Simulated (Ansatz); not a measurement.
ZnSe (Stilleite):

```
CELL_PARAMETERS angstrom
0.00000 2.83380 2.83380
2.83380 0.00000 2.83380
2.83380 2.83380 0.00000
ATOMIC_POSITIONS crystal
Se 0.75000 0.75000 0.75000
Zn 0.00000 0.00000 0.00000
```

```yaml
Program: Ansatz 0.2.0
Task: relaxation of cell and atoms
Functional: RPBE
Potentials_or_basis: all-electron LAPW, scalar-relativistic
Basis_error_allowed: 0.001 eV/atom
k_mesh: 8 × 8 × 8
Occupations: fermi-dirac, width 0.05 eV
Spin: no spin polarisation
```

At the start: volume 22.76 Å³/atom.

**Question.** Where does the relaxation end?

**Answer.** Over 5 steps the energy falls by 22.2 meV/atom and the volume is 24.49 Å³/atom (+7.6 %); space group F-43m (No. 216, to 0.05 Å).

The path:
| step | energy change (eV) | largest force (eV/Å) | volume (Å³) |
| --- | --- | --- | --- |
| 1 | 0.0000 | 0.0000 | 45.51 |
| 2 | -0.0407 | 0.0000 | 47.94 |
| 3 | -0.0443 | 0.0000 | 48.87 |
| 4 | -0.0443 | 0.0000 | 48.99 |
| 5 | -0.0443 | 0.0000 | 48.99 |

Final structure:
```xyz
2
Lattice="0.0000 2.9042 2.9042 2.9042 0.0000 2.9042 2.9042 2.9042 0.0000" Properties=species:S:1:pos:R:3 pbc="T T T"
Se    4.3563    4.3563    4.3563
Zn    0.0000    0.0000    0.0000
```
